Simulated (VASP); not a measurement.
# AlN (P6_3mc) in VASP: band structure with PBE-EpsX

Aim: the band structure of AlN with PBE-EpsX.

All numbers are computed with VASP 6.6.1; they aren't measurements. Logs are shortened: lines on timing, memory, paths and dates and some standing lists are left out, and cuts for length are marked.

**What was measured.**

From “Structural and optical properties of self-assembled AlN nanowires grown on SiO2/Si substrates by molecular beam epitaxy”, 2024, arxiv:2402.00216, for a bulk crystal of AlN at 0 K: band gap 6.0343 eV (an exciton energy, a little under the gap).

The runs below are set against these values where they give the same quantity.

### 1 The crystal as given

The structure is hexagonal, space group P6_3mc (No. 186). Conventional cell: a = 3.129 Å, b = 3.129 Å, c = 5.016 Å, α = 90.00°, β = 90.00°, γ = 120.00°. Around Al (site symmetry 3m) lie 4 N at 1.90 to 1.91 Å. Around N (site symmetry 3m) lie 4 Al at 1.90 to 1.91 Å.

### 2 Band structure, PBE-EpsX

Input file POSCAR:

```
AlN                                     
1.0
    3.1285726999      0.0000000000      0.0000000000
   -1.5642863500      2.7094234337      0.0000000000
    0.0000000000      0.0000000000      5.0164566731
  Al              N             
     2     2
Direct
     0.3333333300000021    0.6666666699999979    0.9992574421912579
     0.6666666699999979    0.3333333300000021    0.4992574421912579
     0.3333333300000021    0.6666666699999979    0.3807425578087447
     0.6666666699999979    0.3333333300000021    0.8807425578087447
```

Input file INCAR.step1:

```
SYSTEM = AlN
PREC = Accurate
ENCUT = 520
EDIFF = 1E-8
ISMEAR = 0
SIGMA = 0.02
LREAL = .False.
LASPH = .True.
NELM = 60
ALGO = Normal
ISIF = 2
LWAVE = .False.
LCHARG = .False.
KPAR = 4
GGA = PE
LEPSILON = .True.
```

Input file KPOINTS.step1:

```
Automatic mesh
0
G
  12 12 6
  0 0 0
```

Input file INCAR.step2:

```
SYSTEM = AlN
PREC = Accurate
ENCUT = 520
EDIFF = 1E-5
ISMEAR = 0
SIGMA = 0.02
LREAL = .False.
LASPH = .True.
NELM = 60
ALGO = Normal
ISIF = 2
LWAVE = .True.
LCHARG = .False.
NBANDS = 16
KPAR = 4
GGA = PE
```

Input file KPOINTS.step2:

```
regular mesh
0
Gamma
  6 6 4
  0 0 0
```

Input file INCAR.step3:

```
SYSTEM = AlN
PREC = Accurate
ENCUT = 520
EDIFF = 1E-7
ISMEAR = 0
SIGMA = 0.02
LREAL = .False.
LASPH = .True.
NELM = 60
ALGO = Normal
ISIF = 2
LWAVE = .False.
LCHARG = .False.
GGA = PE
LHFCALC = .True.
AEXX = 0.2201
PRECFOCK = Fast
HFRCUT = -1
NBANDS = 16
KPAR = 4
ISTART = 1
```

Input file KPOINTS.step3:

```
regular mesh
0
Gamma
  6 6 4
  0 0 0
```

Input file KPOINTS_OPT:

```
path GMKGALHA,LM,KH
12
line-mode
reciprocal
 0.0000000000  0.0000000000  0.0000000000  G
 0.5000000000  0.0000000000  0.0000000000  M

 0.5000000000  0.0000000000  0.0000000000  M
 0.3333333333  0.3333333333  0.0000000000  K

 0.3333333333  0.3333333333  0.0000000000  K
 0.0000000000  0.0000000000  0.0000000000  G

 0.0000000000  0.0000000000  0.0000000000  G
 0.0000000000  0.0000000000  0.5000000000  A

 0.0000000000  0.0000000000  0.5000000000  A
 0.5000000000  0.0000000000  0.5000000000  L

 0.5000000000  0.0000000000  0.5000000000  L
 0.3333333333  0.3333333333  0.5000000000  H

 0.3333333333  0.3333333333  0.5000000000  H
 0.0000000000  0.0000000000  0.5000000000  A

 0.5000000000  0.0000000000  0.5000000000  L
 0.5000000000  0.0000000000  0.0000000000  M

 0.3333333333  0.3333333333  0.0000000000  K
 0.3333333333  0.3333333333  0.5000000000  H
```

Potentials or basis: VASP PAW PBE potentials, release 64 (Al, N).

Run with:

```console
cat potpaw_PBE.64/Al/POTCAR potpaw_PBE.64/N/POTCAR > POTCAR
cp INCAR.step1 INCAR
cp KPOINTS.step1 KPOINTS
mpirun -np 4 vasp_std > vasp.out
cp INCAR.step2 INCAR
cp KPOINTS.step2 KPOINTS
mpirun -np 4 vasp_std > vasp.out
cp INCAR.step3 INCAR
cp KPOINTS.step3 KPOINTS
mpirun -np 4 vasp_std > vasp.out
```

OUTCAR:

```text
SYSTEM = AlN
   PREC = Accurate
   ENCUT = 520
   EDIFF = 1E-7
   ISMEAR = 0
   LREAL = .False.
   LASPH = .True.
   NELM = 60
   ISIF = 2
   GGA = PE
   LHFCALC = .True.
   AEXX = 0.2201
   PRECFOCK = Fast
   ISTART = 1

 ion  position               nearest neighbor table
   1  0.333  0.667  0.999-   4 1.90   4 1.90   4 1.90   3 1.91   2 3.09   2 3.09   2 3.09   2 3.09
                             2 3.09   2 3.09
   2  0.667  0.333  0.499-   3 1.90   3 1.90   3 1.90   4 1.91   1 3.09   1 3.09   1 3.09   1 3.09
                             1 3.09   1 3.09
   3  0.333  0.667  0.381-   2 1.90   2 1.90   2 1.90   1 1.91
   4  0.667  0.333  0.881-   1 1.90   1 1.90   1 1.90   2 1.91

  LATTYP: Found a hexagonal cell.
 ALAT       =     3.1285726999
 C/A-ratio  =     1.6034329882

  Lattice vectors:

 A1 = (   3.1285726999,   0.0000000000,   0.0000000000)
 A2 = (  -1.5642863500,   2.7094234337,   0.0000000000)
 A3 = (   0.0000000000,   0.0000000000,   5.0164566731)

Analysis of symmetry for initial positions (statically):
=====================================================================
 Subroutine PRICEL returns:
 Original cell was already a primitive cell.

 Routine SETGRP: Setting up the symmetry group for a
 hexagonal supercell.

 Subroutine GETGRP returns: Found 12 space group operations
 (whereof  6 operations were pure point group operations)
 out of a pool of 24 trial point group operations.

The static configuration has the point symmetry C_3v.
 The point group associated with its full space group is C_6v.

Analysis of symmetry for dynamics (positions and initial velocities):
=====================================================================
 Subroutine PRICEL returns:
 Original cell was already a primitive cell.

 Routine SETGRP: Setting up the symmetry group for a
 hexagonal supercell.

 Subroutine GETGRP returns: Found 12 space group operations
 (whereof  6 operations were pure point group operations)
 out of a pool of 24 trial point group operations.

The dynamic configuration has the point symmetry C_3v.
 The point group associated with its full space group is C_6v.

 Subroutine INISYM returns: Found 12 space group operations
 (whereof  6 operations are pure point group operations),
 and found     1 'primitive' translations

----------------------------------------------------------------------------------------

                                     Primitive cell

  volume of cell :      42.5226

  direct lattice vectors                    reciprocal lattice vectors
     3.128572700  0.000000000  0.000000000     0.319634573  0.184541107  0.000000000
    -1.564286350  2.709423434  0.000000000     0.000000000  0.369082214  0.000000000
     0.000000000  0.000000000  5.016456673     0.000000000  0.000000000  0.199343893

  length of vectors
     3.128572700  3.128572698  5.016456673     0.369082214  0.369082214  0.199343893

  position of ions in fractional coordinates (direct lattice)
     0.333333330  0.666666670  0.999257442
     0.666666670  0.333333330  0.499257442
     0.333333330  0.666666670  0.380742558
     0.666666670  0.333333330  0.880742558

  ion indices of the primitive-cell ions
   primitive index   ion index
                 1           1
                 2           2
                 3           3
                 4           4

----------------------------------------------------------------------------------------

 KPOINTS: regular mesh

Automatic generation of k-mesh.
 Grid dimensions read from file:
 generate k-points for:    6    6    4

 Generating k-lattice:

  Cartesian coordinates                     Fractional coordinates (reciprocal lattice)
     0.053272429  0.030756851  0.000000000     0.166666667  0.000000000  0.000000000
     0.000000000  0.061513702  0.000000000     0.000000000  0.166666667  0.000000000
     0.000000000  0.000000000  0.049835973     0.000000000  0.000000000  0.250000000

  Length of vectors
     0.061513702  0.061513702  0.049835973

  Shift w.r.t. Gamma in fractional coordinates (k-lattice)
     0.000000000  0.000000000  0.000000000

 Subroutine IBZKPT returns following result:
 ===========================================

 Found     21 irreducible k-points:

 Following reciprocal coordinates:
            Coordinates               Weight
  0.000000  0.000000  0.000000      1.000000
  0.166667 -0.000000  0.000000      6.000000
  0.333333 -0.000000  0.000000      6.000000
  0.500000  0.000000  0.000000      3.000000
  0.166667  0.166667  0.000000      6.000000
  0.333333  0.166667  0.000000     12.000000
[... 13 lines left out ...]
  0.333333  0.166667  0.500000     12.000000
  0.333333  0.333333  0.500000      2.000000
   k-points           NKPTS =     21   k-points in BZ     NKDIM =    144   number of bands    NBANDS=     16
   number of dos      NEDOS =    301   number of ions     NIONS =      4
   total plane-waves  NPLWV =  23040
   dimension x,y,z NGX =    24 NGY =   24 NGZ =   40
   dimension x,y,z NGXF=    48 NGYF=   48 NGZF=   80
   ions per type =               2   2
   NGX,Y,Z   is equivalent  to a cutoff of  12.75, 12.75, 13.26 a.u.
   NGXF,Y,Z  is equivalent  to a cutoff of  25.51, 25.51, 26.51 a.u.
 SYSTEM =  AlN
   PREC   = accura    normal or accurate (medium, high low for compatibility)
   ISTART =      1    job   : 0-new  1-cont  2-samecut
   ICHARG =      0    charge: 1-file 2-atom 10-const
   ISPIN  =      1    spin polarized calculation?
   LNONCOLLINEAR =      F non collinear calculations
   LSORBIT =      F    spin-orbit coupling
   LASPH  =      T    aspherical Exc in radial PAW
   ENCUT  =  520.0 eV  38.22 Ry    6.18 a.u.   5.82  5.82  9.33*2*pi/ulx,y,z
   NELM   =     60;   NELMIN=  2; NELMDL=  0     # of ELM steps
   EDIFF  = 0.1E-06   stopping-criterion for ELM
   LREAL  =      F    real-space projection
   EDIFFG = 0.1E-05   stopping-criterion for IOM
   NSW    =      0    number of steps for IOM
   IBRION =     -1    ionic relax: 0-MD 1-quasi-New 2-CG
   NFREE  =      0    steps in history (QN), initial steepest desc. (CG)
   ISIF   =      2    stress and relaxation
   ISYM   =      3    0-nonsym 1-usesym 2-fastsym
   POTIM  = 0.5000    time-step for ionic-motion
   TEBEG  =    0.0;   TEEND  =   0.0 temperature during run
   PSTRESS=    0.0 pullay stress
   NELECT =      16.0000    total number of electrons
   NUPDOWN=      -1.0000    fix difference up-down
   EMIN   =  10.00;   EMAX   =-10.00  energy-range for DOS
   EFERMI =   0.00;   METHOD = LEGACY
   ISMEAR =     0;   SIGMA  =   0.02  broadening in eV -4-tet -1-fermi 0-gaus
   EFERMI_NEDOS =   21; number of points for ismear=-14 and -15
   IALGO  =     38    algorithm
   IMIX   =      1    mixing-type and parameters
     AMIX     =   0.40;   BMIX     =  1.00
     AMIX_MAG =   1.60;   BMIX_MAG =  1.00
  volume/ion in A,a.u.               =      10.63        71.74
  Fermi-wavevector in a.u.,A,eV,Ry     =   1.181884  2.233436 19.005287  1.396849
  Thomas-Fermi vector in A             =   2.318149
   LORBIT       =      0    0 simple, 1 ext, 2 COOP (PROOUT), +10 PAW based schemes
   GGA     = PE    functional components
   LHFCALC =     T    Hartree Fock is set to
   PRECFOCK=fast      Normal, Fast or Accurate (Low or Medium for compatibility)
   ENCUT4O =  -1.0   cutoff for four orbital integrals eV
   NKREDX  =     1    reduce k-point grid by
   NKREDY  =     1    reduce k-point grid by
   NKREDZ  =     1    reduce k-point grid by
   AEXX    =    0.2201 exact exchange contribution
   HFSCREEN=    0.0000 screening length (either q_TF or 0.3 A-1)
   HFSCREENC=   0.0000 screening length for correlation (either q_TF or 0.3 A-1)
   ENCUTFOCK=  -1.0 apply spherical cutoff to Coloumb kernel
   IVDW    =     0    specifies the selected vdW correction
   LEPSILON=     F    determine dielectric tensor
   LRPA    =     F    only Hartree local field effects (RPA)
 non-spin polarized calculation
 Gauss-broadening in eV      SIGMA  =   0.02
  energy-cutoff  :      520.00
  volume of cell :       42.52
 maximum number of plane-waves:      1170
 NGX is ok and might be reduce to    24
  NGX = 14; NGY = 14; NGZ = 24

 number of electron      15.9999998 magnetization

 Free energy of the ion-electron system (eV)
  ---------------------------------------------------
  ext. energy  EPLUGINS =         0.00000000
  ---------------------------------------------------
  free energy    TOTEN  =       -35.86908159 eV

  energy without entropy =      -35.86908159  energy(sigma->0) =      -35.86908159

 E-fermi :   4.9621     XC(G=0):  -8.8071

 val. band max:        4.8509469184   @ k =   0.0000   0.0000   0.0000
 cond. band min:      10.7142520024   @ k =   0.0000   0.0000   0.0000
 fundamental gap:      5.8633050840
 Fermi energy:         4.9620784355

 k-point     1 :       0.0000    0.0000    0.0000
  band No.  band energies     occupation
      1     -11.5896      2.00000
      2      -9.3773      2.00000
      3      -1.5489      2.00000
      4       3.9153      2.00000
      5       3.9153      2.00000
      6       4.6273      2.00000
[... 8 lines left out ...]
     15      20.0408      0.00000
     16      20.0408      0.00000

 k-point     2 :       0.1667   -0.0000    0.0000
  band No.  band energies     occupation
      1     -11.2299      2.00000
      2      -9.1836      2.00000
      3      -1.1034      2.00000
      4       2.4207      2.00000
      5       3.2670      2.00000
      6       3.4981      2.00000
[... 8 lines left out ...]
     15      19.2702      0.00000
     16      19.7093      0.00000

 k-point     3 :       0.3333   -0.0000    0.0000
  band No.  band energies     occupation
      1     -10.2995      2.00000
      2      -8.8364      2.00000
      3       0.0265      2.00000
      4       0.1413      2.00000
      5       1.2882      2.00000
      6       2.8626      2.00000
[... 8 lines left out ...]
     15      19.0163      0.00000
     16      21.4422      0.00000
[... 305 lines left out ...]
 k-point    20 :       0.3333    0.1667    0.5000
  band No.  band energies     occupation
      1      -9.1914      2.00000
      2      -9.1914      2.00000
      3      -0.6621      2.00000
      4      -0.6621      2.00000
      5       2.0564      2.00000
      6       2.0564      2.00000
[... 8 lines left out ...]
     15      20.4295      0.00000
     16      20.4295      0.00000

 k-point    21 :       0.3333    0.3333    0.5000
  band No.  band energies     occupation
      1      -8.9611      2.00000
      2      -8.9611      2.00000
      3      -0.3299      2.00000
      4      -0.3299      2.00000
      5       0.7553      2.00000
      6       0.7553      2.00000
[... 8 lines left out ...]
     15      20.7284      0.00000
     16      20.7284      0.00000

------------------------ aborting loop because EDIFF is reached ----------------------------------------

  FORCE on cell =-STRESS in cart. coord.  units (eV):
  Direction    XX          YY          ZZ          XY          YZ          ZX
  --------------------------------------------------------------------------------------
  -------------------------------------------------------------------------------------
  Total       -1.2088233     -1.2088233     -1.2106657      0.0000000      0.0000000      0.0000000
  in kB      -45.5463102    -45.5463101    -45.6157288      0.0000000      0.0000000      0.0000000
  external PRESSURE =     -45.5694497 kB  Pullay stress =       0.0000000 kB

 VOLUME and BASIS-vectors are now :
 -----------------------------------------------------------------------------
  energy-cutoff  :      520.00
  volume of cell :       42.52
      direct lattice vectors                 reciprocal lattice vectors
     3.128572700  0.000000000  0.000000000     0.319634573  0.184541107  0.000000000
    -1.564286350  2.709423434  0.000000000     0.000000000  0.369082214  0.000000000
     0.000000000  0.000000000  5.016456673     0.000000000  0.000000000  0.199343893

 POSITION                                       TOTAL-FORCE (eV/Angst)
 -----------------------------------------------------------------------------------
     -0.00000      1.80628      5.01273         0.000000     -0.000000      0.000447
      1.56429      0.90314      2.50450         0.000000      0.000000      0.000447
     -0.00000      1.80628      1.90998        -0.000000      0.000000     -0.000447
      1.56429      0.90314      4.41821         0.000000      0.000000     -0.000447
 -----------------------------------------------------------------------------------
    total drift:                                0.000004     -0.000000      0.000303

  FREE ENERGIE OF THE ION-ELECTRON SYSTEM (eV)
  ---------------------------------------------------
  free  energy   TOTEN  =       -35.8690815930 eV

  energy  without entropy=      -35.8690815930  energy(sigma->0) =      -35.86908159
```

It took 24 min on 4 MPI ranks of Intel Xeon Platinum 8259CL at 2.50GHz (Skylake/Cascade Lake), shared host; peak memory 0.4 GiB.

Results:

- Free energy: -35.8691 eV
- Pressure: -4.6 GPa
- Band gap on the k mesh: 5.86 eV, direct
- Band gap along the path: 5.86 eV, direct

Levels at the corners of the path, in eV from the valence-band top:
```csv
point,band 5,band 6,band 7,band 8,band 9,band 10,band 11,band 12
Γ,-0.94,-0.22,-0.22,0.00,5.86,8.46,12.76,13.13
M,-3.58,-2.25,-1.87,-0.76,7.61,7.61,10.04,12.40
M,-3.58,-2.25,-1.87,-0.76,7.61,7.61,10.04,12.40
K,-4.07,-2.63,-2.55,-2.55,6.82,10.35,11.71,11.71
K,-4.07,-2.63,-2.55,-2.55,6.82,10.35,11.71,11.71
Γ,-0.94,-0.22,-0.22,0.00,5.86,8.46,12.76,13.13
Γ,-0.94,-0.22,-0.22,0.00,5.86,8.46,12.76,13.13
A,-0.59,-0.59,-0.59,-0.59,8.27,8.27,12.31,12.31
A,-0.59,-0.59,-0.59,-0.59,8.27,8.27,12.31,12.31
L,-1.59,-1.59,-1.46,-1.46,7.07,7.07,11.16,11.16
L,-1.59,-1.59,-1.46,-1.46,7.07,7.07,11.16,11.16
H,-4.10,-4.10,-0.87,-0.87,9.33,9.33,9.68,9.68
H,-4.10,-4.10,-0.87,-0.87,9.33,9.33,9.68,9.68
A,-0.59,-0.59,-0.59,-0.59,8.27,8.27,12.31,12.31
L,-1.59,-1.59,-1.46,-1.46,7.07,7.07,11.16,11.16
M,-3.58,-2.25,-1.87,-0.76,7.61,7.61,10.04,12.40
K,-4.07,-2.63,-2.55,-2.55,6.82,10.35,11.71,11.71
H,-4.10,-4.10,-0.87,-0.87,9.33,9.33,9.68,9.68
```

Caveat: the PAW data sets were made with another functional, which shifts forces and pressure a little.

### 3 Comparison with measurements

Step 2. Measured gap of AlN: 6.0343 eV (an exciton energy, a little under the gap; 0 K; quoted in “Structural and optical properties of self-assembled AlN nanowires grown on SiO2/Si substrates by molecular beam epitaxy”, 2024, arxiv:2402.00216). This calculation gives 5.86 eV (-0.17 eV). 2 values of this kind are on record (6.034 to 6.0343 eV); this one was drawn at random. The value is that of PBE-EpsX, without temperature or zero-point motion.
